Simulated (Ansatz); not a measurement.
**SnO and the effect of the functional**

```yaml
crystal:
  lattice:
    - [3.35500, 0.00000, 0.00000]
    - [0.00000, 5.67410, 0.00000]
    - [0.00000, 0.00000, 4.22197]
  atoms:
    - { symbol: Sn, position: [0.50000, 0.76809, 0.01314] }
    - { symbol: Sn, position: [0.00000, 0.23191, 0.51314] }
    - { symbol: O, position: [0.50000, 0.10875, 0.23686] }
    - { symbol: O, position: [0.00000, 0.89125, 0.73686] }
```

The cell comes from a database or a generator and needn't be the stable form of this composition.

Kept alike: task band structure; k mesh 8 × 5 × 6; occupations fermi-dirac, width 0.05 eV; no spin polarisation. Program: Ansatz, Ansatz PAW. Cutoffs run from 420 to 500 eV. The mesh is that of the run's cell of 4 atoms. No spin-orbit coupling.

| functional | pressure (GPa) |
| --- | --- |
| LDA | -5.46 |
| PBEsol | -3.07 |
| r2SCAN | -3.05 |

Pressure is positive in compression, with a Pulay correction for the finite cutoff. All rows use potentials made for PBE.

Q: What does the functional change here?

A: The pressure runs from -5.46 (LDA) to -3.05 GPa (r2SCAN). A positive pressure means that the functional's own cell is larger than the one given, a negative one that it is smaller.

All three functionals favour a smaller volume than the one given, LDA most strongly at -5.46 GPa. PBEsol and r2SCAN are practically indistinguishable at -3.07 and -3.05 GPa, so the main contrast is between LDA and the other two. This follows the usual overbinding of LDA, which probably arises here because it gives too little exchange stabilisation to the low-density regions between atoms, where the reduced gradient is large.

The structure offers such regions. Sn(II) keeps a lone pair of mixed Sn 5s, Sn 5p and O 2p character, and the coordinates place the tin atoms on the outer faces of Sn–O slabs, facing one another across a gap. Contacts across this gap are normally much softer than the Sn–O bonds, which suggests that much of the contraction would be taken up along the stacking direction. The near-equal pressures of PBEsol and r2SCAN do not establish equal equilibrium cells, since a pressure averages the stress over the three axes and the resulting volume change also depends on each functional's compressibility.
